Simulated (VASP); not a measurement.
# PbF2 (Fluorocronite) (Fm-3m) in VASP: notebook, part 2 of 2

VASP 6.6.1. The steps go on from the part before.

## (3) Relaxation of cell and atoms, PBE

INCAR reads:

```
SYSTEM = PbF2
  PREC = Accurate
  ENCUT = 300
  EDIFF = 1E-7
  ISMEAR = 0
  SIGMA = 0.03
  LREAL = .FALSE.
  LASPH = .TRUE.
  NELM = 80
  ALGO = Normal
  ISIF = 3
  LWAVE = .FALSE.
  LCHARG = .FALSE.
  GGA = PE
  IBRION = 2
  NSW = 90
  EDIFFG = -0.005
```

KPOINTS reads:

```
Automatic mesh
0
G
  4 4 4
  0 0 0
```

POSCAR reads:

```
PbF2                                    
1.0
    0.0000000000      2.9636600000      2.9636600000
    2.9636600000      0.0000000000      2.9636600000
    2.9636600000      2.9636600000      0.0000000000
  Pb              F             
     1     2
Direct
     0.0000000000000000    0.0000000000000000    0.0000000000000000
     0.2500000000000000    0.2500000000000000    0.2500000000000000
     0.7500000000000000    0.7500000000000000    0.7500000000000000
```

Potentials or basis: VASP PAW PBE potentials, release 64 (Pb_d, F_s).

Started as:

```
cat potpaw_PBE.64/Pb_d/POTCAR potpaw_PBE.64/F_s/POTCAR > POTCAR
mpirun -np 1 vasp_std > vasp.out
```

OUTCAR:

```text
SYSTEM = PbF2
   PREC = Accurate
   ENCUT = 300
   EDIFF = 1E-7
   ISMEAR = 0
   LREAL = .FALSE.
   LASPH = .TRUE.
   NELM = 80
   ISIF = 3
   GGA = PE
   IBRION = 2
   NSW = 90
   EDIFFG = -0.005

 ion  position               nearest neighbor table
   1  0.000  0.000  0.000-   3 2.57   3 2.57   3 2.57   2 2.57   2 2.57   2 2.57   3 2.57   2 2.57

   2  0.250  0.250  0.250-   1 2.57   1 2.57   1 2.57   1 2.57
   3  0.750  0.750  0.750-   1 2.57   1 2.57   1 2.57   1 2.57

  LATTYP: Found a face centered cubic cell.
 ALAT       =     5.9273200000

  Lattice vectors:

 A1 = (   0.0000000000,   2.9636600000,   2.9636600000)
 A2 = (   2.9636600000,   0.0000000000,   2.9636600000)
 A3 = (   2.9636600000,   2.9636600000,   0.0000000000)

Analysis of symmetry for initial positions (statically):
=====================================================================
 Subroutine PRICEL returns:
 Original cell was already a primitive cell.

 Routine SETGRP: Setting up the symmetry group for a
 face centered cubic supercell.

 Subroutine GETGRP returns: Found 48 space group operations
 (whereof 48 operations were pure point group operations)
 out of a pool of 48 trial point group operations.

The static configuration has the point symmetry O_h .

Analysis of symmetry for dynamics (positions and initial velocities):
=====================================================================
 Subroutine PRICEL returns:
 Original cell was already a primitive cell.

 Routine SETGRP: Setting up the symmetry group for a
 face centered cubic supercell.

 Subroutine GETGRP returns: Found 48 space group operations
 (whereof 48 operations were pure point group operations)
 out of a pool of 48 trial point group operations.

The dynamic configuration has the point symmetry O_h .

 Subroutine INISYM returns: Found 48 space group operations
 (whereof 48 operations are pure point group operations),
 and found     1 'primitive' translations

----------------------------------------------------------------------------------------

                                     Primitive cell

  volume of cell :      52.0613

  direct lattice vectors                    reciprocal lattice vectors
     0.000000000  2.963660000  2.963660000    -0.168710311  0.168710311  0.168710311
     2.963660000  0.000000000  2.963660000     0.168710311 -0.168710311  0.168710311
     2.963660000  2.963660000  0.000000000     0.168710311  0.168710311 -0.168710311

  length of vectors
     4.191248166  4.191248166  4.191248166     0.292214830  0.292214830  0.292214830

  position of ions in fractional coordinates (direct lattice)
     0.000000000  0.000000000  0.000000000
     0.250000000  0.250000000  0.250000000
     0.750000000  0.750000000  0.750000000

  ion indices of the primitive-cell ions
   primitive index   ion index
                 1           1
                 2           2
                 3           3

----------------------------------------------------------------------------------------

 KPOINTS: Automatic mesh

Automatic generation of k-mesh.
 Grid dimensions read from file:
 generate k-points for:    4    4    4

 Generating k-lattice:

  Cartesian coordinates                     Fractional coordinates (reciprocal lattice)
    -0.042177578  0.042177578  0.042177578     0.250000000  0.000000000  0.000000000
     0.042177578 -0.042177578  0.042177578     0.000000000  0.250000000  0.000000000
     0.042177578  0.042177578 -0.042177578     0.000000000  0.000000000  0.250000000

  Length of vectors
     0.073053708  0.073053708  0.073053708

  Shift w.r.t. Gamma in fractional coordinates (k-lattice)
     0.000000000  0.000000000  0.000000000

 Subroutine IBZKPT returns following result:
 ===========================================

 Found      8 irreducible k-points:

 Following reciprocal coordinates:
            Coordinates               Weight
  0.000000  0.000000  0.000000      1.000000
  0.250000  0.000000  0.000000      8.000000
  0.500000  0.000000  0.000000      4.000000
  0.250000  0.250000  0.000000      6.000000
  0.500000  0.250000  0.000000     24.000000
 -0.250000  0.250000  0.000000     12.000000
  0.500000  0.500000  0.000000      3.000000
 -0.250000  0.500000  0.250000      6.000000
   k-points           NKPTS =      8   k-points in BZ     NKDIM =      8   number of bands    NBANDS=     18
   number of dos      NEDOS =    301   number of ions     NIONS =      3
   total plane-waves  NPLWV =  13824
   dimension x,y,z NGX =    24 NGY =   24 NGZ =   24
   dimension x,y,z NGXF=    48 NGYF=   48 NGZF=   48
   ions per type =               1   2
   NGX,Y,Z   is equivalent  to a cutoff of   9.52,  9.52,  9.52 a.u.
   NGXF,Y,Z  is equivalent  to a cutoff of  19.04, 19.04, 19.04 a.u.
 SYSTEM =  PbF2
   PREC   = accura    normal or accurate (medium, high low for compatibility)
   ISTART =      0    job   : 0-new  1-cont  2-samecut
   ICHARG =      2    charge: 1-file 2-atom 10-const
   ISPIN  =      1    spin polarized calculation?
   LNONCOLLINEAR =      F non collinear calculations
   LSORBIT =      F    spin-orbit coupling
   LASPH  =      T    aspherical Exc in radial PAW
   ENCUT  =  300.0 eV  22.05 Ry    4.70 a.u.   5.92  5.92  5.92*2*pi/ulx,y,z
   NELM   =     80;   NELMIN=  2; NELMDL= -5     # of ELM steps
   EDIFF  = 0.1E-06   stopping-criterion for ELM
   LREAL  =      F    real-space projection
   EDIFFG = -.5E-02   stopping-criterion for IOM
   NSW    =     90    number of steps for IOM
   IBRION =      2    ionic relax: 0-MD 1-quasi-New 2-CG
   NFREE  =      1    steps in history (QN), initial steepest desc. (CG)
   ISIF   =      3    stress and relaxation
   ISYM   =      2    0-nonsym 1-usesym 2-fastsym
   POTIM  = 0.5000    time-step for ionic-motion
   TEBEG  =    0.0;   TEEND  =   0.0 temperature during run
   PSTRESS=    0.0 pullay stress
   NELECT =      28.0000    total number of electrons
   NUPDOWN=      -1.0000    fix difference up-down
   EMIN   =  10.00;   EMAX   =-10.00  energy-range for DOS
   EFERMI =   0.00;   METHOD = LEGACY
   ISMEAR =     0;   SIGMA  =   0.03  broadening in eV -4-tet -1-fermi 0-gaus
   EFERMI_NEDOS =   21; number of points for ismear=-14 and -15
   IALGO  =     38    algorithm
   IMIX   =      4    mixing-type and parameters
     AMIX     =   0.40;   BMIX     =  1.00
     AMIX_MAG =   1.60;   BMIX_MAG =  1.00
  volume/ion in A,a.u.               =      17.35       117.11
  Fermi-wavevector in a.u.,A,eV,Ry     =   1.331340  2.515869 24.115883  1.772467
  Thomas-Fermi vector in A             =   2.460359
   LORBIT       =      0    0 simple, 1 ext, 2 COOP (PROOUT), +10 PAW based schemes
   GGA     = PE    functional components
   LHFCALC =     F    Hartree Fock is set to
   AEXX    =    0.0000 exact exchange contribution
   IVDW    =     0    specifies the selected vdW correction
   LEPSILON=     F    determine dielectric tensor
   LRPA    =     F    only Hartree local field effects (RPA)
 conjugate gradient relaxation of ions
 non-spin polarized calculation
 Gauss-broadening in eV      SIGMA  =   0.03
  energy-cutoff  :      300.00
  volume of cell :       52.06
 maximum number of plane-waves:       636
   NGX = 11   NGY = 11   NGZ = 11

 number of electron      28.0000054 magnetization

 Free energy of the ion-electron system (eV)
  ---------------------------------------------------
  ext. energy  EPLUGINS =         0.00000000
  ---------------------------------------------------
  free energy    TOTEN  =       -14.32609116 eV

  energy without entropy =      -14.32609116  energy(sigma->0) =      -14.32609116

 E-fermi :   2.1851     XC(G=0):  -9.4087

 val. band max:        2.0524146038   @ k =  -0.2500   0.5000   0.2500
 cond. band min:       6.4732281987   @ k =   0.5000   0.5000   0.0000
 fundamental gap:      4.4208135949
 Fermi energy:         2.1850507337

 k-point     1 :       0.0000    0.0000    0.0000
  band No.  band energies     occupation
      1     -19.0283      2.00000
      2     -18.4110      2.00000
      3     -12.3643      2.00000
      4     -12.3643      2.00000
      5     -12.3643      2.00000
      6     -12.3077      2.00000
[... 145 lines left out ...]
      5     -12.2766      2.00000
      6     -12.2065      2.00000
[... 10 lines left out ...]
     17       9.5466      0.00000
     18      12.2324      0.00000

------------------------ aborting loop because EDIFF is reached ----------------------------------------

  FORCE on cell =-STRESS in cart. coord.  units (eV):
  Direction    XX          YY          ZZ          XY          YZ          ZX
  --------------------------------------------------------------------------------------
  -------------------------------------------------------------------------------------
  Total       -0.0010261     -0.0010261     -0.0010261      0.0000000     -0.0000000      0.0000000
  in kB       -0.0315781     -0.0315781     -0.0315781      0.0000000     -0.0000000      0.0000000
  external PRESSURE =      -0.0315781 kB  Pullay stress =       0.0000000 kB

 VOLUME and BASIS-vectors are now :
 -----------------------------------------------------------------------------
  energy-cutoff  :      300.00
  volume of cell :       52.06
      direct lattice vectors                 reciprocal lattice vectors
     0.000000000  2.963660000  2.963660000    -0.168710311  0.168710311  0.168710311
     2.963660000  0.000000000  2.963660000     0.168710311 -0.168710311  0.168710311
     2.963660000  2.963660000  0.000000000     0.168710311  0.168710311 -0.168710311

 POSITION                                       TOTAL-FORCE (eV/Angst)
 -----------------------------------------------------------------------------------
      0.00000      0.00000      0.00000         0.000000     -0.000000     -0.000000
      1.48183      1.48183      1.48183        -0.000000     -0.000000     -0.000000
      4.44549      4.44549      4.44549         0.000000      0.000000      0.000000
 -----------------------------------------------------------------------------------
    total drift:                               -0.000000      0.000000      0.000000

  FREE ENERGIE OF THE ION-ELECTRON SYSTEM (eV)
  ---------------------------------------------------
  free  energy   TOTEN  =       -14.3260911555 eV

  energy  without entropy=      -14.3260911555  energy(sigma->0) =      -14.32609116

 reached required accuracy - stopping structural energy minimisation
```

OSZICAR:

```text
N       E                     dE             d eps       ncg     rms          rms(c)
DAV:   1     0.209863648547E+03    0.20986E+03   -0.11364E+04   296   0.122E+03
DAV:   2    -0.598161537903E+01   -0.21585E+03   -0.21320E+03   292   0.386E+02
DAV:   3    -0.161001872117E+02   -0.10119E+02   -0.10081E+02   356   0.101E+02
DAV:   4    -0.162459388614E+02   -0.14575E+00   -0.14574E+00   296   0.126E+01
DAV:   5    -0.162513688845E+02   -0.54300E-02   -0.54299E-02   326   0.232E+00    0.103E+01
DAV:   6    -0.143424197075E+02    0.19089E+01   -0.10058E+01   360   0.319E+01    0.614E+00
DAV:   7    -0.143295697702E+02    0.12850E-01   -0.39382E-01   288   0.481E+00    0.316E+00
DAV:   8    -0.143232091921E+02    0.63606E-02   -0.46821E-02   300   0.298E+00    0.292E-01
DAV:   9    -0.143249994201E+02   -0.17902E-02   -0.10617E-02   320   0.846E-01    0.122E-01
DAV:  10    -0.143258963637E+02   -0.89694E-03   -0.14449E-03   292   0.401E-01    0.880E-02
DAV:  11    -0.143260816803E+02   -0.18532E-03   -0.23283E-04   292   0.117E-01    0.158E-02
DAV:  12    -0.143260896222E+02   -0.79419E-05   -0.12633E-05   306   0.386E-02    0.370E-03
DAV:  13    -0.143260911754E+02   -0.15532E-05   -0.24447E-06   292   0.122E-02    0.123E-03
DAV:  14    -0.143260911555E+02    0.19927E-07   -0.13587E-07   222   0.559E-03
   1 F= -.14326091E+02 E0= -.14326091E+02  d E =-.143261E+02
```

CONTCAR:

```text
PbF2
   1.00000000000000
     0.0000000000000000    2.9636600000000000    2.9636600000000000
     2.9636600000000000    0.0000000000000000    2.9636600000000000
     2.9636600000000000    2.9636600000000000    0.0000000000000000
  Pb              F
     1     2
Direct
     0.0000000000000000    0.0000000000000000    0.0000000000000000
     0.2500000000000000    0.2500000000000000    0.2500000000000000
     0.7500000000000000    0.7500000000000000    0.7500000000000000

  0.00000000E+00  0.00000000E+00  0.00000000E+00
  0.00000000E+00  0.00000000E+00  0.00000000E+00
  0.00000000E+00  0.00000000E+00  0.00000000E+00
```

Run time: 3.8 s. Hardware: 1 thread of Intel Xeon Platinum 8488C (Sapphire Rapids), shared host; peak memory 0.13 GiB.

These settings aren't checked as converged: the numbers below hold their error.

What came out:

```yaml
Free_energy: -14.3261 eV
Band_gap_on_the_k_mesh: 4.42 eV, indirect (least direct gap 4.57 eV)
```

Caveat: the k mesh is coarse (spacing up to 0.46 Å⁻¹), so the values aren't converged; the cutoff is under 1.25 times the usual one of these potentials, so pressure, stress and relaxed cells hold a basis-set (Pulay) error; the relaxation stopped at its first step, so nothing moved; spin-orbit coupling is left out, which as a rule narrows the gap of such compounds by several tenths of an eV.

## (4) Relaxation of cell and atoms, PBEsol

INCAR reads:

```
PREC = Accurate ; ENCUT = 600
EDIFF = 1E-6 ; ISMEAR = 0
SIGMA = 0.03 ; LREAL = F
LASPH = T ; NELM = 80
ALGO = Normal ; ISIF = 3
LWAVE = F ; LCHARG = F
GGA = PS ; IBRION = 2
NSW = 90 ; EDIFFG = -0.01
KPAR = 2
```

KPOINTS reads:

```
regular mesh
0
Gamma
  8 8 8
```

POSCAR reads:

```
PbF2
1.0
    0.0000000000      2.9636600000      2.9636600000
    2.9636600000      0.0000000000      2.9636600000
    2.9636600000      2.9636600000      0.0000000000
Pb F
1 2
Direct
    0.0000000000      0.0000000000      0.0000000000
    0.2500000000      0.2500000000      0.2500000000
    0.7500000000      0.7500000000      0.7500000000
```

Potentials or basis: VASP PAW PBE potentials, release 64 (Pb_d, F).

Started as:

```
cat potpaw_PBE.64/Pb_d/POTCAR potpaw_PBE.64/F/POTCAR > POTCAR
mpirun -np 2 vasp_std > vasp.out
```

OUTCAR:

```text
PREC = Accurate
   ENCUT = 600
   EDIFF = 1E-6
   ISMEAR = 0
   LREAL = F
   LASPH = T
   NELM = 80
   ISIF = 3
   GGA = PS
   IBRION = 2
   NSW = 90
   EDIFFG = -0.01

 ion  position               nearest neighbor table
   1  0.000  0.000  0.000-   3 2.57   3 2.57   3 2.57   2 2.57   2 2.57   2 2.57   3 2.57   2 2.57

   2  0.250  0.250  0.250-   1 2.57   1 2.57   1 2.57   1 2.57
   3  0.750  0.750  0.750-   1 2.57   1 2.57   1 2.57   1 2.57

  LATTYP: Found a face centered cubic cell.
 ALAT       =     5.9273200000

  Lattice vectors:

 A1 = (   0.0000000000,   2.9636600000,   2.9636600000)
 A2 = (   2.9636600000,   0.0000000000,   2.9636600000)
 A3 = (   2.9636600000,   2.9636600000,   0.0000000000)

[... 260 lines left out ...]
  free energy    TOTEN  =       -14.94160026 eV

  energy without entropy =      -14.94160026  energy(sigma->0) =      -14.94160026

 E-fermi :   2.1327     XC(G=0):  -9.7509

 val. band max:        1.9554115061   @ k =  -0.2500   0.5000   0.2500
 cond. band min:       6.2558168833   @ k =   0.5000   0.5000   0.0000
 fundamental gap:      4.3004053772
 Fermi energy:         2.1326809611

 k-point     1 :       0.0000    0.0000    0.0000
  band No.  band energies     occupation
      1     -19.1690      2.00000
      2     -18.4966      2.00000
      3     -12.4316      2.00000
      4     -12.4316      2.00000
      5     -12.4316      2.00000
      6     -12.3594      2.00000
[... 481 lines left out ...]
      5     -12.3370      2.00000
      6     -12.3064      2.00000
[... 10 lines left out ...]
     17       9.6636      0.00000
     18      12.7580      0.00000

 [... further k-points ...]

------------------------ aborting loop because EDIFF is reached ----------------------------------------

  FORCE on cell =-STRESS in cart. coord.  units (eV):
  Direction    XX          YY          ZZ          XY          YZ          ZX
  --------------------------------------------------------------------------------------
  -------------------------------------------------------------------------------------
  Total       -0.0005430     -0.0005430     -0.0005430     -0.0000000      0.0000000     -0.0000000
  in kB       -0.0170095     -0.0170095     -0.0170095     -0.0000000      0.0000000     -0.0000000
  external PRESSURE =      -0.0170095 kB  Pullay stress =       0.0000000 kB
[... 18 lines left out ...]
  FREE ENERGIE OF THE ION-ELECTRON SYSTEM (eV)
  ---------------------------------------------------
  free  energy   TOTEN  =       -14.9416002572 eV

  energy  without entropy=      -14.9416002572  energy(sigma->0) =      -14.94160026

 reached required accuracy - stopping structural energy minimisation
```

CONTCAR:

```text
PbF2
   1.00000000000000
    -0.0000000000000000    2.9462119384548719    2.9462119384548719
     2.9462119384548719   -0.0000000000000000    2.9462119384548719
     2.9462119384548719    2.9462119384548719    0.0000000000000000
  Pb              F
     1     2
Direct
     0.0000000000000000    0.0000000000000000    0.0000000000000000
     0.2500000000000000    0.2500000000000000    0.2500000000000000
     0.7500000000000000    0.7500000000000000    0.7500000000000000

  0.00000000E+00  0.00000000E+00  0.00000000E+00
  0.00000000E+00  0.00000000E+00  0.00000000E+00
  0.00000000E+00  0.00000000E+00  0.00000000E+00
```

Run time: 56 s. Hardware: 2 MPI ranks of Intel Xeon Platinum 8488C (Sapphire Rapids), shared host; peak memory 0.21 GiB.

Results:

| Property | Result |
| --- | --- |
| Free energy | -14.9416 eV |
| Relaxed volume | 17.05 Å³/atom |
| Relaxed cell | a = 4.167 Å, b = 4.167 Å, c = 4.167 Å, α = 60.00°, β = 60.00°, γ = 60.00° |
| Space group after relaxing (to 0.05 Å) | Fm-3m (No. 225) |
| Energy gained by relaxing | 1.3 meV/atom |
| Ionic steps | 3 |
| Pressure after relaxing | 0.0 GPa |
| Band gap on the k mesh | 4.30 eV, indirect (least direct gap 4.45 eV) |

Step by step:
```csv
step,energy change (eV),largest force (eV/Å),pressure (GPa),volume (Å³)
1,0.0000,0.0000,-1.29,52.06
2,-0.0037,0.0000,0.21,51.01
3,-0.0038,0.0000,0.00,51.15
```

Final structure:
```cif
data_structure
_symmetry_space_group_name_H-M 'P 1'
_symmetry_Int_Tables_number 1
_cell_length_a 4.1666
_cell_length_b 4.1666
_cell_length_c 4.1666
_cell_angle_alpha 60.000
_cell_angle_beta 60.000
_cell_angle_gamma 60.000
_cell_volume 51.15
loop_
_atom_site_label
_atom_site_type_symbol
_atom_site_fract_x
_atom_site_fract_y
_atom_site_fract_z
_atom_site_occupancy
Pb1 Pb 0.00000 0.00000 0.00000 1
F1 F 0.25000 0.25000 0.25000 1
F2 F 0.75000 0.75000 0.75000 1
```

Caveat: the PAW data sets were made with another functional, which shifts forces and pressure a little; spin-orbit coupling is left out, which as a rule narrows the gap of such compounds by several tenths of an eV.

## (5) Relaxation of cell and atoms, PBEsol

This run uses another cell than the first one, of 17.05 Å³/atom, 0.982 times its volume.

INCAR reads:

```
PREC = Accurate ; ENCUT = 600
EDIFF = 1E-7 ; ISMEAR = 0
SIGMA = 0.03 ; LREAL = F
LASPH = T ; NELM = 80
ALGO = Normal ; ISIF = 3
LWAVE = F ; LCHARG = F
GGA = PS ; IBRION = 2
NSW = 90 ; EDIFFG = -0.005
KPAR = 2
```

KPOINTS is that of step 4.

POSCAR reads:

```
PbF2                                    
1.0
   -0.0000000000      2.9462119385      2.9462119385
    2.9462119385     -0.0000000000      2.9462119385
    2.9462119385      2.9462119385      0.0000000000
  Pb              F             
     1     2
Direct
     0.0000000000000000    0.0000000000000000    0.0000000000000000
     0.2500000000000000    0.2500000000000000    0.2500000000000000
     0.7500000000000000    0.7500000000000000    0.7500000000000000
```

Started as:

```
cat potpaw_PBE.64/Pb_d/POTCAR potpaw_PBE.64/F/POTCAR > POTCAR
mpirun -np 2 vasp_std > vasp.out
```

It took 27 s on 2 MPI ranks of Intel Xeon Platinum 8488C (Sapphire Rapids), shared host; peak memory 0.2 GiB.

It converged, with:

* Free energy: -14.9398 eV
* Pressure after relaxing: 0.0 GPa
* Band gap on the k mesh: 4.30 eV, indirect (least direct gap 4.45 eV)

Final structure:
```
Pb F
1.0
     0.00000    2.94621    2.94621
     2.94621    0.00000    2.94621
     2.94621    2.94621    0.00000
Pb F
1 2
Direct
  0.00000 0.00000 0.00000
  0.25000 0.25000 0.25000
  0.75000 0.75000 0.75000
```

Levels at points of the mesh, in eV from the valence-band top:
```tsv
k point	band 11	band 12	band 13	band 14	band 15	band 16	band 17	band 18
(0.00, 0.00, 0.00)	-2.60	-2.09	-2.09	-2.09	6.69	6.69	6.69	10.55
(0.50, 0.00, 0.00)	-2.83	-2.26	-2.26	-0.04	4.93	7.64	7.64	13.10
(0.50, 0.50, 0.00)	-1.65	-1.64	-1.64	-0.15	4.30	7.89	7.89	8.78
```

Caveat: the relaxation stopped at its first step, so nothing moved; the PAW data sets were made with another functional, which shifts forces and pressure a little; spin-orbit coupling is left out, which as a rule narrows the gap of such compounds by several tenths of an eV. A hybrid or GW would open this gap; PBEsol tends to underestimate it.
